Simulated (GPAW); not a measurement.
BaH2:

```xyz
6
Lattice="4.4620 0.0000 0.0000 -2.2310 3.8642 0.0000 0.0000 0.0000 6.0553" Properties=species:S:1:pos:R:3 pbc="T T T"
Ba    0.0000    2.5762    1.5138
Ba    2.2310    1.2881    4.5415
H     0.0000    0.0000    0.0000
H     0.0000    0.0000    3.0276
H     2.2310    1.2881    1.5138
H     0.0000    2.5762    4.5415
```

The cell comes from a database or a generator and needn't be the stable form of this composition.

- Program: GPAW 26.7.0
- Task: single point
- Functional: PBEsol
- Potentials or basis: PAW data sets generated in the run's folder for this functional
- Cutoff: 600 eV
- Basis: pw
- k mesh: 7 × 7 × 5
- Occupations: fermi-dirac, width 0.05 eV
- Spin: no spin polarisation

On this cell: pressure -2.0 GPa; largest force under 0.003 eV/Å; band gap on the k mesh 1.69 eV, indirect (least direct gap 2.54 eV).

The same run follows on a disturbed copy (atoms moved at random, drawn with an rms of 0.05 Å):

```
Ba H
1.0
     4.46203    0.00000    0.00000
    -2.23101    3.86423    0.00000
     0.00000    0.00000    6.05529
Ba H
2 4
Direct
  0.33096 0.66817 0.25348
  0.66834 0.33550 0.75552
  0.99525 0.99406 0.99873
  0.99374 0.99517 0.49997
  0.66771 0.33421 0.25824
  0.32475 0.64893 0.74858
```

Problem. What changes?

Solution. The energy moves by +1.7 meV/atom; pressure -1.9 GPa; largest force 0.201 eV/Å; band gap on the k mesh 1.68 eV, indirect (least direct gap 2.54 eV).

Forces in eV/Å, atoms in the order of the input:
```
Ba   0.052 -0.025  0.044
Ba  -0.019 -0.161 -0.099
H    0.006  0.001  0.039
H    0.012 -0.003  0.025
H   -0.045 -0.012 -0.026
H   -0.008  0.200  0.016
```

Stress tensor (GPa, compression positive):
```
-1.69  0.13  0.00
 0.13 -2.14  0.00
 0.00  0.00 -1.95
```

Caveats: spin-orbit coupling is left out, which moves the levels of the heavy elements; an odd mesh through Γ misses points on the zone boundary, where band edges often lie.
